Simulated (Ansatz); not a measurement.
Runs of Ansatz 0.2.0 on MgS. It takes space group P6_3mc (No. 186, hexagonal). The conventional cell has a = 4.035 Å, b = 4.035 Å, c = 6.432 Å, α = 90.00°, β = 90.00°, γ = 120.00°. Around S (site symmetry 3m) lie 4 Mg at 2.45 to 2.47 Å. Around Mg (site symmetry 3m) lie 4 S at 2.45 to 2.47 Å. The cell comes from a database or a generator and needn't be the stable form of this composition.

```tsv
task	level	k mesh	cutoff (eV)	points for each segment of the path	screening (1/Å)	share of exact exchange	mesh quality	gap on the mesh (eV)	pressure (GPa)	largest force (eV/Å)
band structure	HSE06	6 × 6 × 4	420	4	-	-	not flagged	4.50	-	0.05
single point	HSE06 form with a typed share of exact exchange	4 × 4 × 2	420	-	0.15	0.25	coarse	4.66	-	0.05
band structure	r2SCAN	8 × 8 × 4	500	14	-	-	not flagged	4.12	0.0	0.05
single point	HSE06 form with a typed share of exact exchange	4 × 4 × 2	420	-	0.1	0.25	coarse	(a)	-	0.05
band structure	PBE0	6 × 6 × 4	420	4	-	-	not flagged	5.18	-	0.05
single point	HSE06 form with a typed share of exact exchange	4 × 4 × 2	420	-	0.2	0.25	coarse	4.52	-	0.05
band structure	PBEsol	8 × 8 × 4	420	14	-	-	not flagged	3.27	(c)	(b)
```

Alike in all rows: potentials or basis Ansatz PAW; no spin polarisation; cell as given; smearing fermi-dirac 0.05 eV.

Task: Estimate the missing entries.

Result: (a) 4.83; (b) 0.04; (c) -0.3.

Caveats: some runs use coarse meshes; the PAW data sets come from PBE, with cores solved anew for the run's functional, which leaves a small shift of forces and pressure.

A k mesh can miss the band edges.

Not every run made on this cell is shown here.
